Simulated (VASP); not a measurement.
# Driving VASP from ASE on MgO (Periclase), part 2 of 4

Do ASE scripts that read MgO (Periclase) from different structure formats give one answer, and do several routes find one equilibrium volume? All runs use LDA. Left out of this account: 1 further run (fields: a reference on another mesh). The start is a cell from a database of measured crystal structures.

VASP 6.6.1; LDA; plane waves and PAW (Mg, O).

So far. Step 2 (Self-consistent run (LDA, through ASE)): The pressure is -8.21 GPa and the largest force 0.000 eV/Å, so the cell is not at a minimum at these settings.

The database entry behind the starting cell differs from later determinations by our own check (about 0.1 % long), so it need not match the best structure at ambient conditions.

### Step 3. A single point (LDA, through ASE)

System of this step: MgO (Periclase). Symmetry: Fm-3m, No. 225, cubic system. Conventional cell: a = 4.217 Å, b = 4.217 Å, c = 4.217 Å, α = 90.00°, β = 90.00°, γ = 90.00°. Mg has 6 O at 2.11 Å nearest. Nearest to O lie 6 Mg at 2.11 Å. Farther neighbours and most contacts between anions are not listed.

The single point through ASE, with the structure read from a CIF with its space group. The file expands to the conventional cell of 8 atoms, on a 5×5×5 mesh.

The input, run.py:

```python
import numpy as np
from ase.calculators.vasp import Vasp
from ase.io import read
from ase.dft.bandgap import bandgap

atoms = read('MgO.cif')

calc = Vasp(
    xc='lda',
    pp='LDA',
    prec='Accurate',
    encut=520,
    ediff=1e-06,
    nelm=100,
    ismear=-1,
    sigma=0.05,
    lreal=False,
    algo='Normal',
    nbands=24,
    lorbit=11,
    lwave=False,
    lcharg=False,
    kpar=2,
    isif=2,
    pp_version='64',
    setups={'Mg': '', 'O': ''},
    kpts=(5, 5, 5),
    gamma=True,
    txt='vasp.out',
)
atoms.calc = calc

print("energy (eV):", round(atoms.get_potential_energy(), 6))
print("Fermi level (eV):", round(calc.get_fermi_level(), 4))
print("forces (eV/A):")
print(np.round(atoms.get_forces(), 4))
print("stress (GPa, Voigt, tension positive):", np.round(atoms.get_stress() * 160.21766, 3))
gap, p1, p2 = bandgap(calc, direct=False)
print("gap on the mesh (eV):", round(gap, 4))
```

The input, MgO.cif:

```cif
data_MgO
_cell_length_a 4.21700000
_cell_length_b 4.21700000
_cell_length_c 4.21700000
_cell_angle_alpha 90.00000000
_cell_angle_beta 90.00000000
_cell_angle_gamma 90.00000000
_space_group_name_H-M_alt 'Fm-3m'
_space_group_name_Hall '-F 4 2 3'
_space_group_IT_number 225
loop_
_space_group_symop_operation_xyz
'x,y,z'
'-x,-y,-z'
'-y,x,z'
'y,-x,-z'
'-x,-y,z'
'x,y,-z'
'y,-x,z'
'-y,x,-z'
'x,-y,-z'
'-x,y,z'
'-y,-x,-z'
'y,x,z'
'-x,y,-z'
'x,-y,z'
'y,x,-z'
'-y,-x,z'
'z,x,y'
'-z,-x,-y'
'z,-y,x'
'-z,y,-x'
'z,-x,-y'
'-z,x,y'
'z,y,-x'
'-z,-y,x'
'-z,x,-y'
'z,-x,y'
'-z,-y,-x'
'z,y,x'
'-z,-x,y'
'z,x,-y'
'-z,y,x'
'z,-y,-x'
'y,z,x'
'-y,-z,-x'
'x,z,-y'
'-x,-z,y'
'-y,z,-x'
'y,-z,x'
'-x,z,y'
'x,-z,-y'
'-y,-z,x'
'y,z,-x'
'-x,-z,-y'
'x,z,y'
'y,-z,-x'
'-y,z,x'
'x,-z,y'
'-x,z,-y'
'x,y+1/2,z+1/2'
'-x,-y+1/2,-z+1/2'
'-y,x+1/2,z+1/2'
'y,-x+1/2,-z+1/2'
'-x,-y+1/2,z+1/2'
'x,y+1/2,-z+1/2'
'y,-x+1/2,z+1/2'
'-y,x+1/2,-z+1/2'
'x,-y+1/2,-z+1/2'
'-x,y+1/2,z+1/2'
'-y,-x+1/2,-z+1/2'
'y,x+1/2,z+1/2'
'-x,y+1/2,-z+1/2'
'x,-y+1/2,z+1/2'
'y,x+1/2,-z+1/2'
'-y,-x+1/2,z+1/2'
'z,x+1/2,y+1/2'
'-z,-x+1/2,-y+1/2'
'z,-y+1/2,x+1/2'
'-z,y+1/2,-x+1/2'
'z,-x+1/2,-y+1/2'
'-z,x+1/2,y+1/2'
'z,y+1/2,-x+1/2'
'-z,-y+1/2,x+1/2'
'-z,x+1/2,-y+1/2'
'z,-x+1/2,y+1/2'
'-z,-y+1/2,-x+1/2'
'z,y+1/2,x+1/2'
'-z,-x+1/2,y+1/2'
'z,x+1/2,-y+1/2'
'-z,y+1/2,x+1/2'
'z,-y+1/2,-x+1/2'
'y,z+1/2,x+1/2'
'-y,-z+1/2,-x+1/2'
'x,z+1/2,-y+1/2'
'-x,-z+1/2,y+1/2'
'-y,z+1/2,-x+1/2'
'y,-z+1/2,x+1/2'
'-x,z+1/2,y+1/2'
'x,-z+1/2,-y+1/2'
'-y,-z+1/2,x+1/2'
'y,z+1/2,-x+1/2'
'-x,-z+1/2,-y+1/2'
'x,z+1/2,y+1/2'
'y,-z+1/2,-x+1/2'
'-y,z+1/2,x+1/2'
'x,-z+1/2,y+1/2'
'-x,z+1/2,-y+1/2'
'x+1/2,y,z+1/2'
'-x+1/2,-y,-z+1/2'
'-y+1/2,x,z+1/2'
'y+1/2,-x,-z+1/2'
'-x+1/2,-y,z+1/2'
'x+1/2,y,-z+1/2'
'y+1/2,-x,z+1/2'
'-y+1/2,x,-z+1/2'
'x+1/2,-y,-z+1/2'
'-x+1/2,y,z+1/2'
'-y+1/2,-x,-z+1/2'
'y+1/2,x,z+1/2'
'-x+1/2,y,-z+1/2'
'x+1/2,-y,z+1/2'
'y+1/2,x,-z+1/2'
'-y+1/2,-x,z+1/2'
'z+1/2,x,y+1/2'
'-z+1/2,-x,-y+1/2'
'z+1/2,-y,x+1/2'
'-z+1/2,y,-x+1/2'
'z+1/2,-x,-y+1/2'
'-z+1/2,x,y+1/2'
'z+1/2,y,-x+1/2'
'-z+1/2,-y,x+1/2'
'-z+1/2,x,-y+1/2'
'z+1/2,-x,y+1/2'
'-z+1/2,-y,-x+1/2'
'z+1/2,y,x+1/2'
'-z+1/2,-x,y+1/2'
'z+1/2,x,-y+1/2'
'-z+1/2,y,x+1/2'
'z+1/2,-y,-x+1/2'
'y+1/2,z,x+1/2'
'-y+1/2,-z,-x+1/2'
'x+1/2,z,-y+1/2'
'-x+1/2,-z,y+1/2'
'-y+1/2,z,-x+1/2'
'y+1/2,-z,x+1/2'
'-x+1/2,z,y+1/2'
'x+1/2,-z,-y+1/2'
'-y+1/2,-z,x+1/2'
'y+1/2,z,-x+1/2'
'-x+1/2,-z,-y+1/2'
'x+1/2,z,y+1/2'
'y+1/2,-z,-x+1/2'
'-y+1/2,z,x+1/2'
'x+1/2,-z,y+1/2'
'-x+1/2,z,-y+1/2'
'x+1/2,y+1/2,z'
'-x+1/2,-y+1/2,-z'
'-y+1/2,x+1/2,z'
'y+1/2,-x+1/2,-z'
'-x+1/2,-y+1/2,z'
'x+1/2,y+1/2,-z'
'y+1/2,-x+1/2,z'
'-y+1/2,x+1/2,-z'
'x+1/2,-y+1/2,-z'
'-x+1/2,y+1/2,z'
'-y+1/2,-x+1/2,-z'
'y+1/2,x+1/2,z'
'-x+1/2,y+1/2,-z'
'x+1/2,-y+1/2,z'
'y+1/2,x+1/2,-z'
'-y+1/2,-x+1/2,z'
'z+1/2,x+1/2,y'
'-z+1/2,-x+1/2,-y'
'z+1/2,-y+1/2,x'
'-z+1/2,y+1/2,-x'
'z+1/2,-x+1/2,-y'
'-z+1/2,x+1/2,y'
'z+1/2,y+1/2,-x'
'-z+1/2,-y+1/2,x'
'-z+1/2,x+1/2,-y'
'z+1/2,-x+1/2,y'
'-z+1/2,-y+1/2,-x'
'z+1/2,y+1/2,x'
'-z+1/2,-x+1/2,y'
'z+1/2,x+1/2,-y'
'-z+1/2,y+1/2,x'
'z+1/2,-y+1/2,-x'
'y+1/2,z+1/2,x'
'-y+1/2,-z+1/2,-x'
'x+1/2,z+1/2,-y'
'-x+1/2,-z+1/2,y'
'-y+1/2,z+1/2,-x'
'y+1/2,-z+1/2,x'
'-x+1/2,z+1/2,y'
'x+1/2,-z+1/2,-y'
'-y+1/2,-z+1/2,x'
'y+1/2,z+1/2,-x'
'-x+1/2,-z+1/2,-y'
'x+1/2,z+1/2,y'
'y+1/2,-z+1/2,-x'
'-y+1/2,z+1/2,x'
'x+1/2,-z+1/2,y'
'-x+1/2,z+1/2,-y'
loop_
_atom_site_label
_atom_site_type_symbol
_atom_site_symmetry_multiplicity
_atom_site_Wyckoff_symbol
_atom_site_fract_x
_atom_site_fract_y
_atom_site_fract_z
_atom_site_occupancy
Mg1 Mg 4 a 0.0000000000 0.0000000000 0.0000000000 1
O1 O 4 b 0.5000000000 0.0000000000 0.0000000000 1
```

Potentials, in the order of the species: Mg and O (LDA family, release 64).

On the command line:

```bash
$ export ASE_VASP_COMMAND="mpirun -np 2 vasp_std"
$ python run.py
```

What it wrote:

```text
energy (eV): -53.686339
Fermi level (eV): 3.9635
forces (eV/A):
[[-0.  0.  0.]
 [ 0. -0. -0.]
 [-0.  0. -0.]
 [ 0.  0. -0.]
 [-0. -0. -0.]
 [ 0.  0.  0.]
 [ 0. -0. -0.]
 [ 0. -0. -0.]]
stress (GPa, Voigt, tension positive): [ 8.23  8.23  8.23  0.    0.   -0.  ]
gap on the mesh (eV): 4.6222
```

Run time: 9.8 s. Hardware: 2 MPI ranks of AMD EPYC 7R43, shared host; peak memory 0.24 GiB; 17 s of CPU time.

ASE turned this into the INCAR:

```
ENCUT = 520.000000
SIGMA = 0.050000
EDIFF = 1.00e-06
ALGO = Normal
PREC = Accurate
ISIF = 2
ISMEAR = -1
KPAR = 2
LORBIT = 11
NBANDS = 24
NELM = 100
LCHARG = .FALSE.
LWAVE = .FALSE.
LREAL = .FALSE.
```

ASE turned this into the KPOINTS:

```
KPOINTS created by Atomic Simulation Environment
0
Gamma
5 5 5
0 0 0
```

vasp.out:

```text
[banner, memory and clock lines left out]
running    2 mpi-ranks, on    1 nodes
 distrk:  each k-point on    1 cores,    2 groups
 distr:  one band on    1 cores,    1 groups

 POSCAR found type information on POSCAR MgO
 POSCAR found :  2 types and       8 ions
 LDA part: xc-table for (Slater(with rela. corr.)+CA(PZ))
 , standard interpolation
 POSCAR, INCAR and KPOINTS ok, starting setup
 FFT: planning ... GRIDC
 FFT: planning ... GRID_SOFT
 FFT: planning ... GRID
 WAVECAR not read
 entering main loop
       N       E                     dE             d eps       ncg     rms          rms(c)
DAV:   1     0.141341043889E+03    0.14134E+03   -0.15700E+04   480   0.120E+03
DAV:   2    -0.510187001474E+02   -0.19236E+03   -0.18458E+03   656   0.258E+02
DAV:   3    -0.599168303624E+02   -0.88981E+01   -0.88691E+01   624   0.569E+01
DAV:   4    -0.599645077292E+02   -0.47677E-01   -0.47670E-01   520   0.488E+00
DAV:   5    -0.599647506271E+02   -0.24290E-03   -0.24284E-03   608   0.341E-01    0.141E+01
DAV:   6    -0.539270947572E+02    0.60377E+01   -0.21741E+01   536   0.294E+01    0.448E+00
DAV:   7    -0.537856066815E+02    0.14149E+00   -0.38088E-01   504   0.460E+00    0.264E+00
DAV:   8    -0.536902669931E+02    0.95340E-01   -0.14612E-01   488   0.353E+00    0.561E-01
DAV:   9    -0.536864378121E+02    0.38292E-02   -0.92778E-03   584   0.708E-01    0.155E-01
DAV:  10    -0.536863382364E+02    0.99576E-04   -0.63730E-04   560   0.157E-01    0.554E-03
DAV:  11    -0.536863399189E+02   -0.16825E-05   -0.90028E-06   584   0.192E-02    0.103E-02
DAV:  12    -0.536863387001E+02    0.12188E-05   -0.46298E-06   496   0.149E-02    0.597E-04
DAV:  13    -0.536863387049E+02   -0.48244E-08   -0.87178E-08   296   0.198E-03
   1 F= -.53686339E+02 E0= -.53686339E+02  d E =-.213639E-10
```

From OUTCAR (step 3):

```text
  LATTYP: Found a simple cubic cell.
 ALAT       =     4.2170000000

The static configuration has the point symmetry O_h .

 Found     10 irreducible k-points:

   k-points           NKPTS =     10   k-points in BZ     NKDIM =     10   number of bands    NBANDS=     24

   dimension x,y,z NGX =    32 NGY =   32 NGZ =   32
   dimension x,y,z NGXF=    64 NGYF=   64 NGZF=   64

   ENCUT  =  520.0 eV  38.22 Ry    6.18 a.u.   7.84  7.84  7.84*2*pi/ulx,y,z

   NELECT =      32.0000    total number of electrons

 E-fermi :   3.9635

 k-point     1 :       0.0000    0.0000    0.0000
  band No.  band energies     occupation
    ...
     12       1.4861      2.00000
     13       1.4861      2.00000
     14       2.8540      2.00000
     15       2.8540      2.00000
     16       2.8540      2.00000
     17       7.4762      0.00000
     18      11.7407      0.00000
     19      11.7407      0.00000
     20      11.7407      0.00000
     21      12.5173      0.00000
    ...

 k-point     2 :       0.2000    0.0000    0.0000
  band No.  band energies     occupation
    ...
     12       1.5964      2.00000
     13       1.5964      2.00000
     14       2.1283      2.00000
     15       2.6980      2.00000
     16       2.6980      2.00000
     17       8.3024      0.00000
     18      12.0692      0.00000
     19      12.3380      0.00000
     20      12.3380      0.00000
     21      12.4252      0.00000
    ...

  Total       -3.8520795     -3.8520795     -3.8520795     -0.0000000      0.0000000     -0.0000000
  in kB      -82.2990873    -82.2990873    -82.2990873     -0.0000000      0.0000000     -0.0000000
  external PRESSURE =     -82.2990873 kB  Pullay stress =       0.0000000 kB

  energy-cutoff  :      520.00
  volume of cell :       74.99
      direct lattice vectors                 reciprocal lattice vectors
     4.217000000  0.000000000  0.000000000     0.237135404  0.000000000  0.000000000
     0.000000000  4.217000000  0.000000000     0.000000000  0.237135404  0.000000000
     0.000000000  0.000000000  4.217000000     0.000000000  0.000000000  0.237135404

 POSITION                                       TOTAL-FORCE (eV/Angst)
 -----------------------------------------------------------------------------------
      0.00000      0.00000      0.00000        -0.000000      0.000000      0.000000
      0.00000      2.10850      2.10850         0.000000     -0.000000     -0.000000
      2.10850      0.00000      2.10850        -0.000000      0.000000     -0.000000
      2.10850      2.10850      0.00000         0.000000      0.000000     -0.000000
      2.10850      0.00000      0.00000        -0.000000     -0.000000     -0.000000
      0.00000      2.10850      0.00000         0.000000      0.000000      0.000000
      0.00000      0.00000      2.10850         0.000000     -0.000000     -0.000000
      2.10850      2.10850      2.10850         0.000000     -0.000000     -0.000000
 -----------------------------------------------------------------------------------
    total drift:                                0.000000      0.000000     -0.000000

  FREE ENERGIE OF THE ION-ELECTRON SYSTEM (eV)
  ---------------------------------------------------
  free  energy   TOTEN  =       -53.6863387049 eV

  energy  without entropy=      -53.6863387049  energy(sigma->0) =      -53.68633870

 total charge
# of ion       s       p       d       tot
------------------------------------------
    1        0.154   0.187   0.079   0.420
    2        0.154   0.187   0.079   0.420
    3        0.154   0.187   0.079   0.420
    4        0.154   0.187   0.079   0.420
    5        1.530   3.535   0.000   5.065
    6        1.530   3.535   0.000   5.065
    7        1.530   3.535   0.000   5.065
    8        1.530   3.535   0.000   5.065
--------------------------------------------------
tot          6.734  14.886   0.317  21.937

[... 1 part as in an earlier step ...]

[... 7 further parts left out ...]
```

A gap read on the k-mesh alone can miss the band edges.

Numbers from this step:

```yaml
scf_cycles: 13
electrons: 32
bands: 24
irreducible_k_points: 10
free_energy_toten: -53.6863 eV
fermi_energy: 3.963 eV
pressure: -8.230 GPa
gap_on_the_k_mesh: 4.622 eV
least_direct_gap_on_the_k_mesh: 4.622 eV
```

The energy lies +0.02 meV an atom from the first script, since this cell and mesh sample the zone at other points.

(Continued in part 3 of 4.)

[Lines on the potential files, build, host, timing and source positions are cut from VASP's logs without a mark.]

[Logs are printed without paths, hosts, clocks, repeated set-up lines and the standing remarks that a program may print on its own settings, such as how far it seeks lower states.]

[Hosts, paths, dates, database ids (printed as entryN), source tags and the programs' standing remarks are cut or masked in the printed files.]

[A measured line is paired with the nearest computed mode of its activity, which favours agreement.]
